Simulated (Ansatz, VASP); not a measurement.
## One calculation of SnTe, two programs

The input INCAR:

```
SYSTEM = SnTe
PREC     = Accurate       ! precision mode
ENCUT    = 520            ! plane-wave cutoff, eV
EDIFF    = 1E-6           ! SCF threshold, eV
ISMEAR   = 0              ! smearing method
SIGMA    = 0.03           ! smearing width, eV
LREAL    = .FALSE.        ! projectors in reciprocal space
LASPH    = .TRUE.         ! aspherical terms in the spheres
NELM     = 80             ! most SCF steps
ALGO     = Normal         ! electronic algorithm
ISIF     = 2              ! what is computed and relaxed
LWAVE    = .FALSE.        ! write WAVECAR
LCHARG   = .FALSE.        ! write CHGCAR
GGA      = PE             ! functional
NBANDS   = 17             ! bands
```

KPOINTS

```
regular mesh
0
G
  10 10 10
  0 0 0
```

File POSCAR:

```
SnTe
1.0
    0.0000000000      3.2827600000      3.1565000000
    3.2827600000      0.0000000000      3.1565000000
    3.2827600000      3.2827600000      0.0000000000
Sn Te
1 1
Direct
    0.0000000000      0.0000000000      0.0000000000
    0.5000000000      0.5000000000      0.5000000000
```

Input for Ansatz:

```yaml
crystal:
  lattice:
    - [0.0, 3.28276, 3.1565]
    - [3.28276, 0.0, 3.1565]
    - [3.28276, 3.28276, 0.0]
  atoms:
    - { symbol: Sn, position: [0.0, 0.0, 0.0] }
    - { symbol: Te, position: [0.5, 0.5, 0.5] }
basis:
  ecutwfc: 420
kpoints:
  mp_grid: { grid: [10, 10, 10] }
hamiltonian:
  xc: pbe
scf:
  occupations: { method: gaussian, width: 0.03 }
output:
  forces: true
  stress: true
  eigenvalues: true
```

Change from the starting cell: strain +0.040 along x and y, +0.000 along z, atoms carried along.

Alike in both runs: task single point; functional PBE; k mesh 10 × 10 × 10; occupations gaussian, width 0.03 eV; no spin polarisation.

```csv
,VASP,Ansatz
version,VASP 6.6.1,Ansatz 0.2.0
potentials or method,"VASP PAW PBE potentials, release 64 (Sn_d, Te)","scalar-relativistic, plane waves, PAW"
plane-wave cutoff (eV),520,420
valence electrons in the cell,20,30
```

Ansatz gave:

| Item | Value |
| --- | --- |
| gap on the k mesh at the Fermi level (eV) | 0.07 |
| least direct gap on the mesh (eV) | 0.07 |
| pressure (GPa) | -1.0 |
| largest component of the traceless stress (GPa) | 2.73 |

Task: What did VASP give for the same quantities?

Result: gap on the k mesh at the Fermi level (eV): 0.07; least direct gap on the mesh (eV): 0.07; pressure (GPa): -1.1; largest component of the traceless stress (GPa): 2.74.

The functional is the same, so the differences come from potentials, cutoffs and numerics. The two sets of potentials don't hold the same shells in valence.

Caveats: spin-orbit coupling is left out, which moves the levels of the heavy elements.
